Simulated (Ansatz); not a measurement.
Clean, relaxed (111) surface of Si, space group Fd-3m (No. 227) (top face towards +c; atoms held fixed, by place in the list: 1, 2, 3):

```yaml
crystal:
  lattice:
    - [3.84172, 0.00000, 0.00000]
    - [-1.92086, 3.32702, 0.00000]
    - [0.00000, 0.00000, 24.05768]
  atoms:
    - { symbol: Si, position: [0.33333, 0.66667, 0.35332] }
    - { symbol: Si, position: [0.00000, 0.00000, 0.38591] }
    - { symbol: Si, position: [0.00000, 0.00000, 0.48370] }
    - { symbol: Si, position: [0.66667, 0.33333, 0.51548] }
    - { symbol: Si, position: [0.66667, 0.33333, 0.61574] }
    - { symbol: Si, position: [0.33333, 0.66667, 0.64376] }
```

These are results of DFT PBEsol, scalar-relativistic, plane waves, PAW in Ansatz 0.2.0, not measurements. Cutoff 420 eV; k points 9×9×1 on the computed 6-atom cell (Γ-centred); Gaussian smearing, width 0.05 eV; no spin polarisation. The cell repeats along c with a dipole correction in the vacuum.

With the adsorbate the run is spin-polarised, so any moments that the slab's own atoms take up count into E_ads.

Ge (atom) is adsorbed on the top face, one adsorbate per 12.8 Å², and relaxed from 3 starting sites (fractions of a and b). E_ads counts from the clean slab and the free adsorbate (spin-polarised where it has unpaired electrons); negative means bound. Heights count from the highest slab atom after relaxation. Δφ is the top face's. Δp counts per cell along +c. Bonded neighbours lie within 1.25 times the sum of covalent radii (1.35 for H) and, on that scale, within 12 % of the closest. With the adsorbate the cell is lengthened along c to keep the vacuum.

```tsv
start	ends at	E_ads (eV)	height (Å)	shortest contact	Δφ (eV)	Δp (e·Å)
top (Si) at (0.33, 0.67)	(0.33, 0.67), 1 bonded neighbour (Si)	-3.76	2.43	Ge–Si 2.43 Å	+0.50	-0.054
hollow (Si-Si) at (0.00, 0.00)	(0.00, 0.00), 3 bonded neighbours (Si)	-3.70	1.37	Ge–Si 2.60 Å	-0.55	+0.031
bridge (Si-Si) at (0.00, 0.50)	(0.34, 0.67), 1 bonded neighbour (Si)	-3.76	2.44	Ge–Si 2.44 Å	+0.49	-0.054
```

Among the sites tried, the lowest end comes from the bridge (Si-Si) at (0.00, 0.50) start; the top (Si) at (0.33, 0.67) start ended within 0.02 eV of it, though not always at the same place; other sites may lie lower.

Each end is the local minimum or symmetric point that its start leads to. The slab is only 7.1 Å thick, so the energies aren't converged with thickness.

For at least one of the starts the bottom face's work function also shifts by over 0.1 eV: the slab is too thin to screen the adsorbate, so the work functions aren't converged with thickness.